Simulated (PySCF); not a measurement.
## Property card for malononitrile (`N#CCC#N`)

Compound: malononitrile, C3H2N2.
Structure used (PBE0-D3(BJ)/def2-SVP), in Å, numbered top down from 1:
```xyz
7
C3H2N2 angstrom
N     -2.203    0.960    0.014
C     -1.222    0.350    0.011
C      0.003   -0.448    0.010
C      1.218    0.362   -0.026
N      2.192    0.984   -0.056
H      0.020   -1.086    0.909
H     -0.007   -1.123   -0.862
```

Structural features include: nitrile.

PBE0-D3(BJ)/def2-SVP geometry optimisation, gas phase (PySCF):

| Quantity | Value |
| --- | --- |
| Point group | C2v |
| Rotational constants A, B, C | 21.107, 2.928, 2.613 GHz |

From PBE0/pcSseg-1 ground state and GIAO shieldings, non-relativistic (PySCF):

| Quantity | Value |
| --- | --- |
| Dipole moment | 3.84 D |
| HOMO energy | -10.08 eV |
| LUMO energy | -0.51 eV |
| HOMO–LUMO gap | 9.57 eV |
| Lowest Hirshfeld atomic charge | -0.19 e on N1/N5 |
| Highest Hirshfeld atomic charge | +0.10 e on H6/H7 |
| 13C chemical shifts (computed TMS as zero) by class | 114.0 (C2/C4), 7.5 (C3) ppm |
| 1H chemical shifts (computed TMS as zero) by class | 3.05 (H6/H7) ppm |
| Isotropic shieldings of nuclei other than C and H, by class | -50 (N1/N5) ppm |
| Mayer bond orders between heavy atoms | N1–C2 3.04, C2–C3 0.99, C3–C4 0.99, C4–N5 3.04 |

From B3LYP/pcJ-1 indirect spin-spin coupling, non-relativistic, gas phase (PySCF):

| Quantity | Value |
| --- | --- |
| Largest of the computed one-bond spin–spin couplings (means over like bonds) | 13C–1H +146.1 (C3–H6 and 1 like it), 13C–13C +74.7 (C2–C3 and 1 like it), 15N–13C -18.0 (N1–C2 and 1 like it) Hz |

Monoisotopic mass (most abundant isotopes): 66.0218 u.

The rotational constants make it an asymmetric top with κ = (2B − A − C)/(A − C) = -0.97, nearer the prolate limit (−1). A dipole of 3.84 D is allowed in C2v, and pure rotational transitions are dipole-allowed. In atomic units the dipole is 1.51 e·bohr (1 au = 2.5417 D). With B = h/(8π²I), that is 505.379 GHz u Å² over I, the principal moments of inertia are 23.9, 172.6 and 193.4 u Å² (most abundant isotopes).

For the NMR shielding job (PBE0/pcSseg-1), time: 7.1 s of wall time (grids of density and orbitals included); peak memory 0.45 GiB. Hardware: one thread of an Intel Xeon at 2.30 GHz, shared host with 24 logical CPUs at a one-minute load of 23.
